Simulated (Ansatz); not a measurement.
# Cs2SnI6: the cost of one run

Method: DFT LDA, scalar-relativistic, plane waves, PAW, in Ansatz 0.2.0.

## 1. The starting structure

It takes space group Fm-3m (No. 225, cubic). The conventional cell has a = 11.779 Å, b = 11.779 Å, c = 11.779 Å, α = 90.00°, β = 90.00°, γ = 90.00°. Cs (site symmetry -43m) has 12 I at 4.17 Å as nearest neighbours. Sn (site symmetry m-3m) is surrounded by 6 I at 2.89 Å. Around I (site symmetry 4mm) lie 1 Sn at 2.89 Å and 4 Cs at 4.17 Å.

Structure file:

```
Cs Sn I
1.0
     0.00000    5.88975    5.88975
     5.88975    0.00000    5.88975
     5.88975    5.88975    0.00000
Cs Sn I
2 1 6
Direct
  0.25000 0.25000 0.25000
  0.75000 0.75000 0.75000
  0.00000 0.00000 0.00000
  0.24495 0.75505 0.75505
  0.75505 0.24495 0.75505
  0.24495 0.75505 0.24495
  0.75505 0.24495 0.24495
  0.75505 0.75505 0.24495
  0.24495 0.24495 0.75505
```

The structure comes from the Materials Project (structure only).

(A quick probe on a coarse mesh, which set the mesh and smearing, is not shown.)

## 3. Relaxing cell and atoms

Input file input.yaml:

```yaml
crystal:
  lattice:
    - [0.0, 5.88974773, 5.88974773]
    - [5.88974773, 0.0, 5.88974773]
    - [5.88974773, 5.88974773, 0.0]
  atoms:
    - { symbol: Cs, position: [0.25, 0.25, 0.25] }
    - { symbol: Cs, position: [0.75, 0.75, 0.75] }
    - { symbol: Sn, position: [0.0, 0.0, 0.0] }
    - { symbol: I, position: [0.24495155, 0.75504845, 0.75504845] }
    - { symbol: I, position: [0.75504845, 0.24495155, 0.75504845] }
    - { symbol: I, position: [0.24495155, 0.75504845, 0.24495155] }
    - { symbol: I, position: [0.75504845, 0.24495155, 0.24495155] }
    - { symbol: I, position: [0.75504845, 0.75504845, 0.24495155] }
    - { symbol: I, position: [0.24495155, 0.24495155, 0.75504845] }
basis:
  ecutwfc: 420
kpoints:
  mp_grid: { grid: [6, 6, 6] }
hamiltonian:
  xc: lda
scf:
  occupations: { method: gaussian, width: 0.1 }
output:
  forces: true
  stress: true
  eigenvalues: true
  write_density: true
  write_potential: true
  elf: true
  volumetric_format: npy
relax:
  adjacent_minimum: "off"
  f_tol: 0.005
  max_steps: 80
  cell: { stress_tol: 0.05 }
```

Run with:

```bash
$ ansatz run input.yaml --threads 4 --pin off --max-ram 8192MiB --backend cpu --events-out ev --progress --plain --runs-dir out
```

**Question.** How long does this run take on 4 threads of Intel Xeon Platinum 8175M at 2.50GHz (Skylake/Cascade Lake), shared host, and how much memory does it need?

About 62 s, with a peak of 1.4 GiB.
